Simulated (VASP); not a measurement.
# RbBr (Fm-3m) in VASP: a series of runs, part 3 of 3

VASP 6.6.1. The steps go on from the part before.

## 5. Relaxation of the atoms, PBE (a relaxed cell with its volume scaled by 1.02)

The input, INCAR:

```
PREC = Accurate ; ENCUT = 300
EDIFF = 1E-7 ; ISMEAR = 0
SIGMA = 0.03 ; LREAL = False
LASPH = True ; NELM = 80
ALGO = Normal ; ISIF = 2
LWAVE = False ; LCHARG = False
GGA = PE ; IBRION = 2
NSW = 40 ; EDIFFG = -0.01
```

The input, KPOINTS:

```
Automatic mesh
0
Gamma
  4 4 4
```

The input, POSCAR:

```
RbBr                                    
1.0
    0.0000000000      3.5456258313      3.5456258313
    3.5456258313      0.0000000000      3.5456258313
    3.5456258313      3.5456258313      0.0000000000
  Rb              Br            
     1     1
Direct
     0.0000000000000000    0.0000000000000000    0.0000000000000000
     0.5000000000000000    0.5000000000000000    0.5000000000000000
```

Potentials or basis: VASP PAW PBE potentials, release 64 (Rb_pv, Br).

Run with:

```sh
$ cat potpaw_PBE.64/Rb_pv/POTCAR potpaw_PBE.64/Br/POTCAR > POTCAR
$ mpirun -np 1 vasp_std > vasp.out
```

OUTCAR:

```text
PREC = Accurate
   ENCUT = 300
   EDIFF = 1E-7
   ISMEAR = 0
   LREAL = False
   LASPH = True
   NELM = 80
   ISIF = 2
   GGA = PE
   IBRION = 2
   NSW = 40
   EDIFFG = -0.01

 ion  position               nearest neighbor table
   1  0.000  0.000  0.000-   2 3.55   2 3.55   2 3.55   2 3.55   2 3.55   2 3.55
   2  0.500  0.500  0.500-   1 3.55   1 3.55   1 3.55   1 3.55   1 3.55   1 3.55

  LATTYP: Found a face centered cubic cell.
 ALAT       =     7.0912516626

  Lattice vectors:

 A1 = (   0.0000000000,   3.5456258313,   3.5456258313)
 A2 = (   3.5456258313,   0.0000000000,   3.5456258313)
 A3 = (   3.5456258313,   3.5456258313,   0.0000000000)

Analysis of symmetry for initial positions (statically):
=====================================================================
 Subroutine PRICEL returns:
 Original cell was already a primitive cell.

 Routine SETGRP: Setting up the symmetry group for a
 face centered cubic supercell.

 Subroutine GETGRP returns: Found 48 space group operations
 (whereof 48 operations were pure point group operations)
 out of a pool of 48 trial point group operations.

The static configuration has the point symmetry O_h .

Analysis of symmetry for dynamics (positions and initial velocities):
=====================================================================
 Subroutine PRICEL returns:
 Original cell was already a primitive cell.

 Routine SETGRP: Setting up the symmetry group for a
 face centered cubic supercell.

 Subroutine GETGRP returns: Found 48 space group operations
 (whereof 48 operations were pure point group operations)
 out of a pool of 48 trial point group operations.

The dynamic configuration has the point symmetry O_h .

 Subroutine INISYM returns: Found 48 space group operations
 (whereof 48 operations are pure point group operations),
 and found     1 'primitive' translations

----------------------------------------------------------------------------------------

[... 104 lines left out ...]
   LEPSILON=     F    determine dielectric tensor
   LRPA    =     F    only Hartree local field effects (RPA)
 conjugate gradient relaxation of ions
 non-spin polarized calculation
 Gauss-broadening in eV      SIGMA  =   0.03
  energy-cutoff  :      300.00
  volume of cell :       89.15
 maximum number of plane-waves:      1067
   NGX = 15   NGY = 15   NGZ = 15

 number of electron      14.0000004 magnetization

 Free energy of the ion-electron system (eV)
  ---------------------------------------------------
  ext. energy  EPLUGINS =         0.00000000
  ---------------------------------------------------
  free energy    TOTEN  =        -6.07807862 eV

  energy without entropy =       -6.07807862  energy(sigma->0) =       -6.07807862

 E-fermi :  -3.0513     XC(G=0):  -6.8086

 val. band max:       -3.2270340953   @ k =   0.0000   0.0000   0.0000
 cond. band min:       0.8769195127   @ k =   0.0000   0.0000   0.0000
 fundamental gap:      4.1039536079
 Fermi energy:        -3.0512592555

 k-point     1 :       0.0000    0.0000    0.0000
  band No.  band energies     occupation
      1     -15.3272      2.00000
      2     -11.9496      2.00000
      3     -11.9496      2.00000
      4     -11.9496      2.00000
      5      -3.2270      2.00000
      6      -3.2270      2.00000
      7      -3.2270      2.00000
      8       0.8769      0.00000
      9       3.9966      0.00000
     10       3.9966      0.00000
     11       3.9966      0.00000
[... 85 lines left out ...]
 k-point     8 :      -0.2500    0.5000    0.2500
  band No.  band energies     occupation
      1     -15.2979      2.00000
      2     -12.0335      2.00000
      3     -12.0335      2.00000
      4     -11.9408      2.00000
      5      -3.6299      2.00000
      6      -3.5505      2.00000
      7      -3.5505      2.00000
      8       3.7322      0.00000
      9       3.7322      0.00000
     10       4.5951      0.00000
     11       4.9660      0.00000

------------------------ aborting loop because EDIFF is reached ----------------------------------------

  FORCE on cell =-STRESS in cart. coord.  units (eV):
  Direction    XX          YY          ZZ          XY          YZ          ZX
  --------------------------------------------------------------------------------------
  -------------------------------------------------------------------------------------
  Total       -0.1235232     -0.1235232     -0.1235232      0.0000000      0.0000000     -0.0000000
  in kB       -2.2199861     -2.2199861     -2.2199861      0.0000000      0.0000000     -0.0000000
  external PRESSURE =      -2.2199861 kB  Pullay stress =       0.0000000 kB

 VOLUME and BASIS-vectors are now :
 -----------------------------------------------------------------------------
  energy-cutoff  :      300.00
  volume of cell :       89.15
      direct lattice vectors                 reciprocal lattice vectors
     0.000000000  3.545625831  3.545625831    -0.141018828  0.141018828  0.141018828
     3.545625831  0.000000000  3.545625831     0.141018828 -0.141018828  0.141018828
     3.545625831  3.545625831  0.000000000     0.141018828  0.141018828 -0.141018828

 POSITION                                       TOTAL-FORCE (eV/Angst)
 -----------------------------------------------------------------------------------
      0.00000      0.00000      0.00000         0.000000      0.000000      0.000000
      3.54563      3.54563      3.54563        -0.000000     -0.000000     -0.000000
 -----------------------------------------------------------------------------------
    total drift:                                0.000000      0.000000      0.000000

  FREE ENERGIE OF THE ION-ELECTRON SYSTEM (eV)
  ---------------------------------------------------
  free  energy   TOTEN  =        -6.0780786194 eV

  energy  without entropy=       -6.0780786194  energy(sigma->0) =       -6.07807862

 reached required accuracy - stopping structural energy minimisation
```

Wall time 5.9 s (1 thread of Intel Xeon Platinum 8375C at 2.90GHz (Ice Lake), shared host); peak memory 0.15 GiB.

Results:

```
Free energy             : -6.0781 eV
Pressure after relaxing : -0.2 GPa
Band gap on the k mesh  : 4.10 eV, direct
```

Final structure:
```cif
data_structure
_symmetry_space_group_name_H-M 'P 1'
_symmetry_Int_Tables_number 1
_cell_length_a 5.0143
_cell_length_b 5.0143
_cell_length_c 5.0143
_cell_angle_alpha 60.000
_cell_angle_beta 60.000
_cell_angle_gamma 60.000
_cell_volume 89.15
loop_
_atom_site_label
_atom_site_type_symbol
_atom_site_fract_x
_atom_site_fract_y
_atom_site_fract_z
_atom_site_occupancy
Rb1 Rb 0.00000 0.00000 0.00000 1
Br1 Br 0.50000 0.50000 0.50000 1
```

Caveat: the relaxation stopped at its first step, so nothing moved.

## 6. The runs side by side

| cell | gap on the mesh (eV) | pressure (GPa) |
| --- | --- | --- |
| atoms relaxed from: a relaxed cell with its volume scaled by 0.96 | 4.25 | 0.5 |
| atoms relaxed from: a relaxed cell with its volume scaled by 0.98 | 4.20 | 0.3 |
| atoms relaxed | 4.15 | 0.0 |
| atoms relaxed from: a relaxed cell with its volume scaled by 1.02 | 4.10 | -0.2 |

Alike in all rows: task relaxation of the atoms; level PBE; potentials or basis VASP PAW PBE potentials, release 64 (Rb_pv, Br); no spin polarisation; k mesh 4 × 4 × 4; cutoff (eV) 300; smearing gaussian 0.03 eV.

Caveats: the relaxation stopped at its first step, so nothing moved.

Absolute energies hang on the potentials; compare differences alone.
